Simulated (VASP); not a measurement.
Here is a VASP 6.6.1 calculation.

File POSCAR:

```
BAs
1.0
    0.0000000000      2.3799082694      2.3799082694
    2.3799082694      0.0000000000      2.3799082694
    2.3799082694      2.3799082694      0.0000000000
B As
1 1
Direct
    0.0000000000      0.0000000000      0.0000000000
    0.2500000000      0.2500000000      0.2500000000
```

INCAR.step1

```
PREC = Accurate
ENCUT = 520
EDIFF = 1E-5
ISMEAR = 0
SIGMA = 0.01
LREAL = F
LASPH = T
NELM = 60
ALGO = Normal
ISIF = 2
LWAVE = T
LCHARG = F
NBANDS = 11
GGA = PE
```

The input INCAR.step2:

```
PREC = Accurate
ENCUT = 520
EDIFF = 1E-6
ISMEAR = 0
SIGMA = 0.01
LREAL = F
LASPH = T
NELM = 60
ALGO = Normal
ISIF = 2
LWAVE = F
LCHARG = F
GGA = PE
LHFCALC = T
HFSCREEN = 0.2079
PRECFOCK = Normal
NBANDS = 11
ISTART = 1
```

The input KPOINTS:

```
regular mesh
0
Gamma
  6 6 6
```

Potentials or basis: VASP PAW PBE potentials, release 64 (B, As).

Launch:

```bash
$ cat potpaw_PBE.64/B/POTCAR potpaw_PBE.64/As/POTCAR > POTCAR
$ cp INCAR.step1 INCAR
$ mpirun -np 1 vasp_std > vasp.out
$ cp INCAR.step2 INCAR
$ mpirun -np 1 vasp_std > vasp.out
```

(1) Predict the band gap on the k mesh.

(2) Predict the pressure.

## Answers

(1) 1.94 eV, indirect (least direct gap 4.13 eV).

(2) 1.0 GPa.

Caveat: the PAW data sets were made with another functional, which shifts forces and pressure a little.
